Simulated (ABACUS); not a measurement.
Ta: equation of state with AM05

**Measured values to compare with.**

“Pressure effects on the electronic structure and superconductivity of (TaNb)0.67(HfZrTi)0.33 high entropy alloy”, 2019, arxiv:1910.08312 quotes, for a bulk crystal of Ta: bulk modulus 194 GPa.

Ta:

```
Ta
1.0
    -1.65128    1.65128    1.65128
     1.65128   -1.65128    1.65128
     1.65128    1.65128   -1.65128
Ta
1
Cartesian
  0.0000 0.0000 0.0000
```

```yaml
Program: ABACUS 3.10.1
Task: equation of state
Functional: AM05
Potentials_or_basis: PseudoDojo NC SR 0.5 PBE stringent
Cutoff: 1796 eV
Density_cutoff: 7184 eV
Basis: plane waves
k_mesh: 9 × 9 × 9
Occupations: fermi-dirac, width 0.05 eV
Spin: no spin polarisation
```

- Equilibrium volume: 17.45 Å³/atom
- Bulk modulus: 190 GPa
- Pressure derivative of the bulk modulus: 3.7 (rough: it moves with the points fitted)

Energy against volume, from the lowest point:
| volume (Å³/atom) | energy (meV/atom) |
| --- | --- |
| 16.930 | 8.30 |
| 17.650 | 0.00 |
| 18.371 | 25.21 |
| 19.091 | 78.01 |

All runs of the series together: 15 s on 4 threads of AMD EPYC 9R45 96-Core Processor (Zen 5), on a shared host.

Against the measured bulk modulus of Ta, 194 GPa (quoted in “Pressure effects on the electronic structure and superconductivity of (TaNb)0.67(HfZrTi)0.33 high entropy alloy”, 2019, arxiv:1910.08312), the calculated 190 GPa is off by -2.1 %. The fit is for a static lattice scaled at fixed shape and fixed fractional positions.

Caveat: the potentials were made for another functional, which shifts forces and pressure. Spin-orbit coupling is left out, which matters for the levels of Ta.
